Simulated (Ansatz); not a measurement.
The system is Bi2Se3 (Paraguanajuatite).

```
Bi Se
1.0
     2.07150    1.19598    9.54533
    -2.07150    1.19598    9.54533
     0.00000   -2.39196    9.54533
Bi Se
2 3
Direct
  0.59920 0.59920 0.59920
  0.40080 0.40080 0.40080
  0.78830 0.78830 0.78830
  0.21170 0.21170 0.21170
  0.00000 0.00000 0.00000
```

| Item | Value |
| --- | --- |
| Program | Ansatz 0.2.0 |
| Task | relaxation of cell and atoms |
| Functional | r2SCAN |
| Potentials or basis | Ansatz PAW |
| Cutoff | 500 eV (not typed: the program's choice for these potentials) |
| k mesh | 8 × 8 × 8 |
| Occupations | fermi-dirac, width 0.05 eV |
| Spin | no spin polarisation |

At the start: volume 28.38 Å³/atom.

Question: Where does the relaxation end?

Answer: It ends after 6 steps and the volume is 30.14 Å³/atom (+6.2 %); space group R-3m (No. 166, to 0.05 Å).

The path:
```tsv
step	energy change (eV)	largest force (eV/Å)	volume (Å³)
1	0.0000	0.0796	141.89
2	-0.0308	0.1046	150.08
3	-0.0438	0.0964	149.39
4	-0.0474	0.0249	150.42
5	-0.0480	0.0037	150.71
6	-0.0491	0.0038	150.71
```

Final structure:
```
Bi Se
1.0
     2.08202    1.20205   10.03619
    -2.08202    1.20205   10.03619
     0.00000   -2.40411   10.03619
Bi Se
2 3
Cartesian
  0.0000 0.0000 18.1296
  0.0000 0.0000 11.9790
  0.0000 0.0000 23.5626
  0.0000 0.0000 6.5459
  0.0000 0.0000 0.0000
```

Caveat: the plane-wave basis is chosen anew once the cell has moved, so the energies of steps on either side of that aren't comparable; the PAW data sets come from PBE, with cores solved anew for the run's functional, which leaves a small shift of forces and pressure.
